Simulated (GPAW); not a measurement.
# MoP (P-6m2) in GPAW: a series of runs

One crystal, MoP, is run at these levels: PBE, PBE+D3(BJ); tasks: single point, relaxation of cell and atoms.

Program: GPAW 26.7.0. These are calculated values, not measurements. Logs are shortened: lines on timing, memory, paths and dates and some standing lists are left out, and cuts for length are marked. The log counts tension as positive stress, the text compression.

## 1. The structure

It takes space group P-6m2 (No. 187, hexagonal). Conventional cell: a = 3.223 Å, b = 3.223 Å, c = 3.191 Å, α = 90.00°, β = 90.00°, γ = 120.00°. Mo (site symmetry -6m2) has 6 P at 2.45 Å as nearest neighbours. P (site symmetry -6m2) is surrounded by 6 Mo at 2.45 Å.

## 2. Single point, PBE

The input, run.py:

```python
from ase.dft.bandgap import bandgap
from ase.io import read, write
from ase.units import GPa
from gpaw import GPAW, PW

atoms = read('MoP.xyz')

calc = GPAW(mode=PW(600),
            xc='PBE',
            kpts={'size': (10, 10, 8), 'gamma': True},
            occupations={'name': 'methfessel-paxton', 'order': 0, 'width': 0.028000000000000004},
            nbands=20,
            convergence={'density': 1e-05, 'energy': 1e-05},
            maxiter=150,
            txt='gpaw.txt')
atoms.calc = calc
energy = atoms.get_potential_energy()
forces = atoms.get_forces()
stress = atoms.get_stress()
calc.write('gs.gpw')
write('result.traj', atoms)
print(f'Energy: {energy:.6f} eV')
print('Forces (eV/A):')
print(forces.round(4))
print('Stress (GPa):', (stress / GPa).round(3))
print('Fermi level:', round(calc.get_fermi_level(), 4), 'eV')
print(f'Gap: {bandgap(calc)[0]:.4f} eV, direct: {bandgap(calc, direct=True)[0]:.4f} eV')
```

The input, MoP.xyz:

```xyz
2
Lattice="3.2230000000 0.0000000000 0.0000000000 -1.6115000000 2.7911998764 0.0000000000 0.0000000000 0.0000000000 3.1910000000" Properties=species:S:1:pos:R:3 pbc="T T T"
Mo     0.0000000000      0.0000000000      0.0000000000
P     -0.0000000002      1.8607999177      1.5955000000
```

Potentials or basis: GPAW PAW data sets (gpaw-data 1.2.1), pw.

Started as:

```console
OMP_NUM_THREADS=1 python run.py
```

gpaw.txt:

```text
__  _  _
 | _ |_)|_||  |
 |__||  | ||/\| - 26.7.0

Input parameters:
  mode=PW(ecut=600.0),
  convergence={'density': 1e-05, 'energy': 1e-05},
  kpts=MonkhorstPack(size=(10, 10, 8), gamma=True),
  maxiter=150,
  nbands=20,
  occupations=Occupations(name='methfessel-paxton', order=0, width=0.028000000000000004),
  xc=XC(name='PBE')

Diagonalizing LCAO Hamiltonian
Converting LCAO to pw mode

         P

       Mo

Atoms  # Å, Bohr magnetons
|   | symbol |         x |        y |        z |    initial magnetic moments |
|---|--------|-----------|----------|----------|-----------------------------|
| 0 |     Mo |  0.000000 | 0.000000 | 0.000000 | ( 0.0000,  0.0000,  0.0000) |
| 1 |      P | -0.000000 | 1.860800 | 1.595500 | ( 0.0000,  0.0000,  0.0000) |

Unit cell  # Å
| periodic |         x |        y |        z |  lengths |     angles |
|----------|-----------|----------|----------|----------|------------|
|      yes |  3.223000 | 0.000000 | 0.000000 | 3.223000 |  90.000000 |
|      yes | -1.611500 | 2.791200 | 0.000000 | 3.223000 |  90.000000 |
|      yes |  0.000000 | 0.000000 | 3.191000 | 3.191000 | 120.000000 |

Number of symmetries: 12
Symmetry operations  # r_c * U_cc + t_c -> r_c
|    | kind |            matrix            |
|----|------|------------------------------|
|  0 |  σ   |  1, 1, 0,  0,-1, 0,  0, 0, 1 |
|  1 |  C2  |  1, 1, 0,  0,-1, 0,  0, 0,-1 |
|  2 |  E   |  1, 0, 0,  0, 1, 0,  0, 0, 1 |
|  3 |  σ   |  1, 0, 0,  0, 1, 0,  0, 0,-1 |
|  4 |  C3  |  0, 1, 0, -1,-1, 0,  0, 0, 1 |
|  5 |  S3  |  0, 1, 0, -1,-1, 0,  0, 0,-1 |
|  6 |  σ   |  0,-1, 0, -1, 0, 0,  0, 0, 1 |
|  7 |  C2  |  0,-1, 0, -1, 0, 0,  0, 0,-1 |
|  8 |  σ   | -1, 0, 0,  1, 1, 0,  0, 0, 1 |
|  9 |  C2  | -1, 0, 0,  1, 1, 0,  0, 0,-1 |
| 10 |  C3  | -1,-1, 0,  1, 0, 0,  0, 0, 1 |
| 11 |  S3  | -1,-1, 0,  1, 0, 0,  0, 0,-1 |

BZ-sampling:
  Number of BZ points: 800
  Number of IBZ points: 70

  Monkhorst-Pack size: [10, 10, 8]
  Monkhorst-Pack shift: [0.05, 0.05, 0.0625]

K-points  # in reciprocal-cell coordinates
|     |                                coordinates |     weight |
|-----|--------------------------------------------|------------|
|   0 | (  0.00000000,   0.00000000,   0.00000000) | 0.00125000 |
|   1 | (  0.00000000,   0.00000000,   0.12500000) | 0.00250000 |
|   2 | (  0.00000000,   0.00000000,   0.25000000) | 0.00250000 |
|   3 | (  0.00000000,   0.00000000,   0.37500000) | 0.00250000 |
|   4 | (  0.00000000,   0.00000000,   0.50000000) | 0.00125000 |
|   5 | (  0.10000000,   0.00000000,   0.00000000) | 0.00750000 |
|   6 | (  0.10000000,   0.00000000,   0.12500000) | 0.01500000 |
|   7 | (  0.10000000,   0.00000000,   0.25000000) | 0.01500000 |
|   8 | (  0.10000000,   0.00000000,   0.37500000) | 0.01500000 |
|   9 | (  0.10000000,   0.00000000,   0.50000000) | 0.00750000 |
| ... |                                            |            |
|  69 | (  0.50000000,   0.50000000,   0.50000000) | 0.00375000 |

Plane wave coefficients: 974
Cutoff: 600.0 eV

Spin-components: 1 (collinear spins)
Bands:           20
Projectors:      11
Spin-degeneracy: 2
Datatype:        complex128

Parallelization:
  kpt:    1
  domain: 1
  band:   1

Density:
  Valence electrons: 19.0
  Components: 1
  Grid points: [20 20 20]
  Charge: 0.0  # |e|

Potential:
  Grid points: [20 20 20]

species:
  Mo:
    name:    Molybdenum
    Z:       42.0
    valence: 14
    core:    28
    charge:  0.0  # [|e|]
    compensation charges:
      type: gauss
      rc: 0.38  # [Å]
      lmax: 2
    cutoffs:
      filter: 2.16  # [Å]
      core: 1.42  # [Å]
    projectors
    | kind |    occ | energy [eV] | rcut [Å] |
    |------|--------|-------------|----------|
    |   4s |  2.000 |     -64.307 |    1.238 |
    |   5s |  1.000 |      -4.084 |    1.238 |
    |   4p |  6.000 |     -38.491 |    1.296 |
    |   5p |  0.000 |      -1.044 |    1.296 |
    |   4d |  5.000 |      -3.754 |    1.296 |
    |    d |        |      23.458 |    1.296 |

    Using partial waves for Mo as LCAO basis

  P:
    name:    Phosphorus
    Z:       15.0
    valence: 5
    core:    10
    charge:  0.0  # [|e|]
    compensation charges:
      type: gauss
      rc: 0.30  # [Å]
      lmax: 2
    cutoffs:
      filter: 1.69  # [Å]
      core: 1.81  # [Å]
    projectors
    | kind |    occ | energy [eV] | rcut [Å] |
    |------|--------|-------------|----------|
    |   3s |  2.000 |     -13.968 |    0.953 |
    |   3p |  3.000 |      -5.506 |    0.953 |
    |    s |        |      13.244 |    0.953 |
    |    p |        |      21.705 |    0.953 |
    |    d |        |       0.000 |    0.953 |

    Using partial waves for P as LCAO basis

Reference energy: -119436.986290  # eV

eigensolver:
  PPCG
  Converge bands: occupied
  niter=2

density mixing:
  MSR1-Mixer
  Pratt-step length: 0.05
  Maximum mixing coefficient: 0.75
  Old densities: 10
  SVD Regularization: 0.005
  Good broyden scale: 1.0
  Trust region scale: 1.0
  Backstep threshold: 4.0
  History deletion threshold: 6.0
  Fourier metric: weight=20.0, sigma=0.015

occupation numbers:
  Methfessel-Paxton:
    width: 0.0280  # eV
    order: 0

poisson solver:
  ecut: 4800.0  # eV

xc functional:
  name: PBE with 2 nearest neighbor stencil

convergence criteria:
[... 6 lines left out ...]
|iter     | |      energy | eigst |  dens |
|---------|-|-------------|-------|-------|
|iter:   1| |  -19.127809 | +0.53 |       |
|iter:   2| |  -18.789184 | -1.89 | -0.98 |
|iter:   3| |  -17.974692 | -1.26 | -1.05 |
|iter:   4| |  -17.967230 | -2.89 | -1.64 |
|iter:   5| |  -17.969025 | -3.12 | -1.91 |
|iter:   6| |  -17.969096 | -4.57 | -2.59 |
|iter:   7| |  -17.969093c| -5.78 | -3.37 |
|iter:   8| |  -17.969093c| -7.45c| -4.09 |
|iter:   9| |  -17.969093c| -7.49c| -4.82 |
|iter:  10| |  -17.969093c| -8.52c| -5.53c|

Converged in 10 steps
Energy contributions relative to reference atoms: (reference = -119436.986290)

Energy contributions:
  Kinetic:          -3.754028
  Coulomb:           0.316252
  Zero:             -0.322306
  External:          0.000000
  Xc:              -14.208933
  Entropy:          -0.000157
  Spinorbit:         0.000000
  ----------------------------
  Free energy:     -17.969172
  Extrapolated:    -17.969093

dipole moment: (-7.861985, -9.327333, -11.889469)  # |e|*Ang

Fermi level: 12.449
Eigenvalues  # (at kpt = [0.000, 0.000, 0.000])
| band index |      eig [eV] | occ [0-2] |
|------------|---------------|-----------|
|          0 |       -48.800 |     2.000 |
|          1 |       -22.996 |     2.000 |
|          2 |       -22.772 |     2.000 |
|          3 |       -22.772 |     2.000 |
|          4 |        -1.465 |     2.000 |
|          5 |         8.305 |     2.000 |
|          6 |         9.173 |     2.000 |
|          7 |         9.173 |     2.000 |
|          8 |        11.734 |     2.000 |
|          9 |        12.723 |     0.000 |
|         10 |        12.723 |     0.000 |
|         11 |        16.568 |     0.000 |
|         12 |        16.568 |     0.000 |
|         13 |        18.039 |     0.000 |
|         14 |        21.378 |     0.000 |
|         15 |        21.378 |     0.000 |
|         16 |        21.437 |     0.000 |
|        ... |               |           |
|         19 |        30.774 |     0.000 |

No gap
No difference between direct/indirect transitions

Forces  # eV/Ang
|       x |       y |       z |
|---------|---------|---------|
| 0.00000 | 0.00000 | 0.00000 |  # Mo   0
| 0.00000 | 0.00000 | 0.00000 |  # P    1

Stress tensor  # eV/Ang^3
|         x |         y |         z |
|-----------|-----------|-----------|
| -0.019833 |  0.000000 |  0.000000 |
|  0.000000 | -0.019833 |  0.000000 |
|  0.000000 |  0.000000 | -0.015301 |

# Writing to gs.gpw (mode='')
```

Wall time 21 s (1 thread of Arm Neoverse V1, shared host); peak memory 0.16 GiB.

Results:

```yaml
Free_energy: -17.9692 eV
Pressure: 2.9 GPa
Band_gap_on_the_k_mesh: none (metal or under the smearing width)
```

Levels at points of the mesh, in eV from the Fermi level:
| k point | band 6 | band 7 | band 8 | band 9 | band 10 | band 11 | band 12 | band 13 | band 14 | band 15 |
| --- | --- | --- | --- | --- | --- | --- | --- | --- | --- | --- |
| (0.00, 0.00, 0.00) | -4.14 | -3.28 | -3.28 | -0.72 | 0.27 | 0.27 | 4.12 | 4.12 | 5.59 | 8.93 |
| (0.00, 0.00, 0.50) | -7.80 | -2.70 | -2.70 | -1.66 | -1.66 | 1.30 | 2.93 | 2.93 | 7.91 | 8.74 |
| (0.50, 0.50, 0.00) | -7.23 | -3.91 | -3.70 | -1.28 | -0.42 | 1.70 | 2.33 | 4.64 | 6.14 | 8.37 |
| (0.50, 0.50, 0.50) | -6.11 | -5.30 | -4.40 | -1.04 | 1.41 | 1.79 | 3.54 | 5.07 | 6.17 | 6.64 |

## 3. Relaxation of cell and atoms, PBE+D3(BJ), target pressure 5 GPa, at which the enthalpy is minimised

The input, run.py:

```python
from ase.calculators.mixing import SumCalculator
from ase.filters import FrechetCellFilter
from ase.io import read, write
from ase.optimize import BFGS
from ase.units import GPa
from dftd3.ase import DFTD3
from gpaw import GPAW, PW

atoms = read('POSCAR')

calc = GPAW(mode=PW(600),
            xc='PBE',
            kpts={'size': (10, 10, 8), 'gamma': True},
            occupations={'name': 'fermi-dirac', 'width': 0.05},
            nbands=20,
            convergence={'density': 1e-05, 'forces': 0.0001},
            maxiter=150,
            txt='gpaw.txt')
atoms.calc = SumCalculator([calc, DFTD3(method='pbe', damping='d3bj')])
opt = BFGS(FrechetCellFilter(atoms, scalar_pressure=5 * GPa), trajectory='relax.traj', logfile='-')
done = opt.run(fmax=0.02, steps=40)
calc.write('gs.gpw')
write('result.traj', atoms)
print('Converged:', done)
print('Cell:', atoms.cell.cellpar().round(4))
print('Volume:', round(atoms.get_volume(), 4))
print(atoms.get_scaled_positions().round(5))
```

The input, POSCAR:

```
MoP
1.0
    3.2230000000      0.0000000000      0.0000000000
   -1.6115000000      2.7911998764      0.0000000000
    0.0000000000      0.0000000000      3.1910000000
Mo P
1 1
Direct
    0.0000000000      0.0000000000      0.0000000000
    0.3333333333      0.6666666667      0.5000000000
```

Potentials or basis: GPAW PAW data sets (gpaw-data 1.2.1), pw.

Started as:

```console
OMP_NUM_THREADS=1 python run.py
```

gpaw.txt:

```text
__  _  _
 | _ |_)|_||  |
 |__||  | ||/\| - 26.7.0

Input parameters:
  mode=PW(ecut=600.0),
  convergence={'density': 1e-05, 'forces': 0.0001},
  kpts=MonkhorstPack(size=(10, 10, 8), gamma=True),
  maxiter=150,
  nbands=20,
  occupations=Occupations(name='fermi-dirac', width=0.05),
  xc=XC(name='PBE')

Diagonalizing LCAO Hamiltonian
Converting LCAO to pw mode

         P

       Mo

Atoms  # Å, Bohr magnetons
|   | symbol |         x |        y |        z |    initial magnetic moments |
|---|--------|-----------|----------|----------|-----------------------------|
| 0 |     Mo |  0.000000 | 0.000000 | 0.000000 | ( 0.0000,  0.0000,  0.0000) |
| 1 |      P | -0.000000 | 1.860800 | 1.595500 | ( 0.0000,  0.0000,  0.0000) |
[... 239 lines left out ...]
| 0 |     Mo |  0.000000 | -0.000000 | -0.000000 | ( 0.0000,  0.0000,  0.0000) |
| 1 |      P | -0.000000 |  1.850066 |  1.585675 | ( 0.0000,  0.0000,  0.0000) |

Unit cell  # Å
| periodic |         x |        y |         z |  lengths |     angles |
|----------|-----------|----------|-----------|----------|------------|
|      yes |  3.204408 | 0.000000 | -0.000000 | 3.204408 |  90.000000 |
|      yes | -1.602204 | 2.775098 |  0.000000 | 3.204408 |  90.000000 |
|      yes | -0.000000 | 0.000000 |  3.171350 | 3.171350 | 120.000000 |

Number of symmetries: 12
Symmetry operations  # r_c * U_cc + t_c -> r_c
|    | kind |            matrix            |
|----|------|------------------------------|
|  0 |  σ   |  1, 1, 0,  0,-1, 0,  0, 0, 1 |
|  1 |  C2  |  1, 1, 0,  0,-1, 0,  0, 0,-1 |
|  2 |  E   |  1, 0, 0,  0, 1, 0,  0, 0, 1 |
|  3 |  σ   |  1, 0, 0,  0, 1, 0,  0, 0,-1 |
|  4 |  C3  |  0, 1, 0, -1,-1, 0,  0, 0, 1 |
|  5 |  S3  |  0, 1, 0, -1,-1, 0,  0, 0,-1 |
|  6 |  σ   |  0,-1, 0, -1, 0, 0,  0, 0, 1 |
|  7 |  C2  |  0,-1, 0, -1, 0, 0,  0, 0,-1 |
|  8 |  σ   | -1, 0, 0,  1, 1, 0,  0, 0, 1 |
[... 673 lines left out ...]
Stress tensor  # eV/Ang^3
|         x |         y |         z |
|-----------|-----------|-----------|
| -0.077036 |  0.000000 |  0.000000 |
|  0.000000 | -0.077036 |  0.000000 |
|  0.000000 |  0.000000 | -0.086123 |

Forces  # eV/Ang
|       x |       y |       z |
|---------|---------|---------|
| 0.00000 | 0.00000 | 0.00000 |  # Mo   0
| 0.00000 | 0.00000 | 0.00000 |  # P    1

Interpolating wave functions to new cell

         P
[... 230 lines left out ...]
Forces  # eV/Ang
|        x |        y |       z |
|----------|----------|---------|
| -0.00000 | -0.00000 | 0.00000 |  # Mo   0
| -0.00000 |  0.00000 | 0.00000 |  # P    1

# Writing to gs.gpw (mode='')
```

Run time: 1.7 min. Hardware: 1 thread of Arm Neoverse V1, shared host; peak memory 0.23 GiB.

Results:

```yaml
Free_energy: -19.2263 eV
Relaxed_volume: 13.81 Å³/atom
Relaxed_cell: a = 3.176 Å, b = 3.176 Å, c = 3.162 Å, α = 90.00°, β = 90.00°, γ = 120.00°
Space_group_after_relaxing_to_0.05_Å: P-6m2 (No. 187)
Energy_change_on_relaxing_the_enthalpy_is_what_falls: +0.7 meV/atom
Ionic_steps: 5
Pressure_after_relaxing: 4.9 GPa
Band_gap_on_the_k_mesh: none (metal or under the smearing width)
Dispersion_energy_per_atom: -0.654 eV
```

Stress tensor (GPa, compression positive):
```
4.82 0.00 0.00
0.00 4.82 0.00
0.00 0.00 4.94
```

The path:
| step | energy change (eV) | largest force (eV/Å) | pressure (GPa) | volume (Å³) |
| --- | --- | --- | --- | --- |
| 1 | 0.0000 | 0.0000 | -4.25 | 28.71 |
| 2 | -0.0069 | 0.0000 | -0.15 | 28.20 |
| 3 | 0.0024 | 0.0000 | 5.22 | 27.60 |
| 4 | 0.0018 | 0.0000 | 5.03 | 27.61 |
| 5 | 0.0015 | 0.0000 | 4.86 | 27.61 |

Final structure:
```
Mo P
1.0
     3.17566    0.00000    0.00000
    -1.58783    2.75021    0.00000
     0.00000    0.00000    3.16159
Mo P
1 1
Cartesian
  0.0000 0.0000 0.0000
  0.0000 1.8335 1.5808
```

Caveat: later steps reuse the first step's grids; pairwise dispersion overbinds metals, which lowers pressure and volume.
